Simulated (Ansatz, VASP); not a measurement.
One calculation of KBr, two programs

run.py

```python
from ase.calculators.vasp import Vasp
from ase.dft.bandgap import bandgap
from ase.io import read

atoms = read('KBr.cif', primitive_cell=True, subtrans_included=False)
calc = Vasp(
    directory='calc',
    xc='pbe',
    pp='PBE',
    setups='recommended',
    pp_version='54',
    prec='Accurate',
    encut=520,
    ediff=1e-06,
    ismear=0,
    sigma=0.02,
    lreal=False,
    lasph=True,
    nelm=80,
    algo='Normal',
    isif=2,
    lwave=False,
    lcharg=True,
    lelf=True,
    lvhar=True,
    kpts=[7, 7, 7],
    gamma=True,
)
atoms.calc = calc

print('energy (eV):', atoms.get_potential_energy())
print('free energy (eV):', atoms.get_potential_energy(force_consistent=True))
print('forces (eV/A):')
print(atoms.get_forces())
print('stress (eV/A^3, Voigt):', atoms.get_stress())
print('Fermi level (eV):', calc.get_fermi_level())
gap, top, bottom = bandgap(calc)
print('band gap (eV):', gap, 'from (spin, k, band)', top, 'to', bottom)
```

KBr.cif

```cif
data_KBr
_cell_length_a 6.60000000
_cell_length_b 6.60000000
_cell_length_c 6.60000000
_cell_angle_alpha 90.00000000
_cell_angle_beta 90.00000000
_cell_angle_gamma 90.00000000
_space_group_name_H-M_alt 'Fm-3m'
_space_group_name_Hall '-F 4 2 3'
_space_group_IT_number 225
loop_
_space_group_symop_operation_xyz
'x,y,z'
'-x,-y,-z'
'-y,x,z'
'y,-x,-z'
'-x,-y,z'
'x,y,-z'
'y,-x,z'
'-y,x,-z'
'x,-y,-z'
'-x,y,z'
'-y,-x,-z'
'y,x,z'
'-x,y,-z'
'x,-y,z'
'y,x,-z'
'-y,-x,z'
'z,x,y'
'-z,-x,-y'
'z,-y,x'
'-z,y,-x'
'z,-x,-y'
'-z,x,y'
'z,y,-x'
'-z,-y,x'
'-z,x,-y'
'z,-x,y'
'-z,-y,-x'
'z,y,x'
'-z,-x,y'
'z,x,-y'
'-z,y,x'
'z,-y,-x'
'y,z,x'
'-y,-z,-x'
'x,z,-y'
'-x,-z,y'
'-y,z,-x'
'y,-z,x'
'-x,z,y'
'x,-z,-y'
'-y,-z,x'
'y,z,-x'
'-x,-z,-y'
'x,z,y'
'y,-z,-x'
'-y,z,x'
'x,-z,y'
'-x,z,-y'
'x,y+1/2,z+1/2'
'-x,-y+1/2,-z+1/2'
'-y,x+1/2,z+1/2'
'y,-x+1/2,-z+1/2'
'-x,-y+1/2,z+1/2'
'x,y+1/2,-z+1/2'
'y,-x+1/2,z+1/2'
'-y,x+1/2,-z+1/2'
'x,-y+1/2,-z+1/2'
'-x,y+1/2,z+1/2'
'-y,-x+1/2,-z+1/2'
'y,x+1/2,z+1/2'
'-x,y+1/2,-z+1/2'
[... 41 lines left out ...]
'y+1/2,-x,z+1/2'
'-y+1/2,x,-z+1/2'
'x+1/2,-y,-z+1/2'
'-x+1/2,y,z+1/2'
'-y+1/2,-x,-z+1/2'
'y+1/2,x,z+1/2'
'-x+1/2,y,-z+1/2'
'x+1/2,-y,z+1/2'
'y+1/2,x,-z+1/2'
'-y+1/2,-x,z+1/2'
'z+1/2,x,y+1/2'
'-z+1/2,-x,-y+1/2'
'z+1/2,-y,x+1/2'
'-z+1/2,y,-x+1/2'
'z+1/2,-x,-y+1/2'
'-z+1/2,x,y+1/2'
'z+1/2,y,-x+1/2'
'-z+1/2,-y,x+1/2'
'-z+1/2,x,-y+1/2'
'z+1/2,-x,y+1/2'
'-z+1/2,-y,-x+1/2'
'z+1/2,y,x+1/2'
'-z+1/2,-x,y+1/2'
'z+1/2,x,-y+1/2'
'-z+1/2,y,x+1/2'
'z+1/2,-y,-x+1/2'
'y+1/2,z,x+1/2'
'-y+1/2,-z,-x+1/2'
'x+1/2,z,-y+1/2'
'-x+1/2,-z,y+1/2'
'-y+1/2,z,-x+1/2'
'y+1/2,-z,x+1/2'
'-x+1/2,z,y+1/2'
'x+1/2,-z,-y+1/2'
'-y+1/2,-z,x+1/2'
'y+1/2,z,-x+1/2'
'-x+1/2,-z,-y+1/2'
'x+1/2,z,y+1/2'
'y+1/2,-z,-x+1/2'
'-y+1/2,z,x+1/2'
'x+1/2,-z,y+1/2'
'-x+1/2,z,-y+1/2'
'x+1/2,y+1/2,z'
'-x+1/2,-y+1/2,-z'
'-y+1/2,x+1/2,z'
'y+1/2,-x+1/2,-z'
'-x+1/2,-y+1/2,z'
'x+1/2,y+1/2,-z'
'y+1/2,-x+1/2,z'
'-y+1/2,x+1/2,-z'
'x+1/2,-y+1/2,-z'
'-x+1/2,y+1/2,z'
'-y+1/2,-x+1/2,-z'
'y+1/2,x+1/2,z'
'-x+1/2,y+1/2,-z'
'x+1/2,-y+1/2,z'
'y+1/2,x+1/2,-z'
'-y+1/2,-x+1/2,z'
'z+1/2,x+1/2,y'
'-z+1/2,-x+1/2,-y'
'z+1/2,-y+1/2,x'
'-z+1/2,y+1/2,-x'
'z+1/2,-x+1/2,-y'
'-z+1/2,x+1/2,y'
'z+1/2,y+1/2,-x'
'-z+1/2,-y+1/2,x'
'-z+1/2,x+1/2,-y'
'z+1/2,-x+1/2,y'
'-z+1/2,-y+1/2,-x'
'z+1/2,y+1/2,x'
'-z+1/2,-x+1/2,y'
'z+1/2,x+1/2,-y'
'-z+1/2,y+1/2,x'
'z+1/2,-y+1/2,-x'
'y+1/2,z+1/2,x'
'-y+1/2,-z+1/2,-x'
'x+1/2,z+1/2,-y'
'-x+1/2,-z+1/2,y'
'-y+1/2,z+1/2,-x'
'y+1/2,-z+1/2,x'
'-x+1/2,z+1/2,y'
'x+1/2,-z+1/2,-y'
'-y+1/2,-z+1/2,x'
'y+1/2,z+1/2,-x'
'-x+1/2,-z+1/2,-y'
'x+1/2,z+1/2,y'
'y+1/2,-z+1/2,-x'
'-y+1/2,z+1/2,x'
'x+1/2,-z+1/2,y'
'-x+1/2,z+1/2,-y'
loop_
_atom_site_label
_atom_site_type_symbol
_atom_site_symmetry_multiplicity
_atom_site_Wyckoff_symbol
_atom_site_fract_x
_atom_site_fract_y
_atom_site_fract_z
_atom_site_occupancy
Br1 Br 4 b 0.5000000000 0.0000000000 0.0000000000 1
K1 K 4 a 0.0000000000 0.0000000000 0.0000000000 1
```

input.yaml

```yaml
crystal:
  lattice:
    - [0.0, 3.3, 3.3]
    - [3.3, 0.0, 3.3]
    - [3.3, 3.3, 0.0]
  atoms:
    - { symbol: Br, position: [0.5, 0.5, 0.5] }
    - { symbol: K, position: [0.0, 0.0, 0.0] }
hamiltonian:
  xc: pbe
  pseudopotentials: { kind: paw }
kpoints:
  mp_grid: { grid: [7, 7, 7] }
scf:
  occupations: { method: gaussian, width: 0.02 }
output:
  forces: true
  stress: true
  eigenvalues: true
  write_density: true
  write_potential: true
  elf: true
  volumetric_format: npy
```

Alike in both runs: task single point; functional PBE; k mesh 7 × 7 × 7; occupations gaussian, width 0.02 eV; no spin polarisation.

```csv
,VASP,Ansatz
version,VASP 6.6.1,Ansatz 0.2.0
potentials or method,"VASP PAW PBE potentials, release 54 (Br, K_sv)",Ansatz PAW
plane-wave cutoff (eV),520,420
valence electrons in the cell,16,16
```

```csv
,VASP,Ansatz,Ansatz less VASP
gap on the k mesh at the Fermi level (eV),4.43,4.44,+0.002
least direct gap on the mesh (eV),4.43,4.44,+0.002
pressure (GPa),0.8,0.7,-0.04
```

With one functional, cell and mesh, what is left measures potentials, basis and numerics.

Caveats: an odd mesh through Γ misses points on the zone boundary, where band edges often lie (VASP); odd divisions of the mesh miss points on the zone boundary, where band edges often lie, so the gap on the mesh can be too wide (Ansatz). PBE gaps usually lie below the measured ones, often by a third to a half.
